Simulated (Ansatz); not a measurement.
The system is Rb.

```
CELL_PARAMETERS angstrom
-2.95451 2.95451 2.73085
2.95451 -2.95451 2.73085
2.95451 2.95451 -2.73085
ATOMIC_POSITIONS crystal
Rb 0.00000 0.00000 0.00000
```

This isn't the form of Rb at room conditions, which is bcc.

Program: Ansatz 0.2.0. Alike in all runs: cell as given. Hardware: 2 threads of Arm Neoverse V1, with other jobs on the host.

Order these runs on this cell by their wall time, lowest first.
A. task band structure; level revPBE; potentials or basis Ansatz PAW; spin SOC, no magnetisation; k mesh 7 × 7 × 7; cutoff (eV) 420; smearing gaussian 0.1 eV; driver chain; points for each segment of the path 14
B. task atomic charges; level B3LYP+D4; potentials or basis JTH PAW; spin off; k mesh 5 × 5 × 5; cutoff (eV) 660; smearing fermi-dirac 0.05 eV; driver chain
C. task single point; level SVWN5; potentials or basis Ansatz PAW; spin SOC, no magnetisation; k mesh 7 × 7 × 7; cutoff (eV) 420; smearing methfessel-paxton 0.05 eV; driver calculator

C (3.9 s), A (24 s), B (170 s).

Runs at the PBE level aren't shown here.
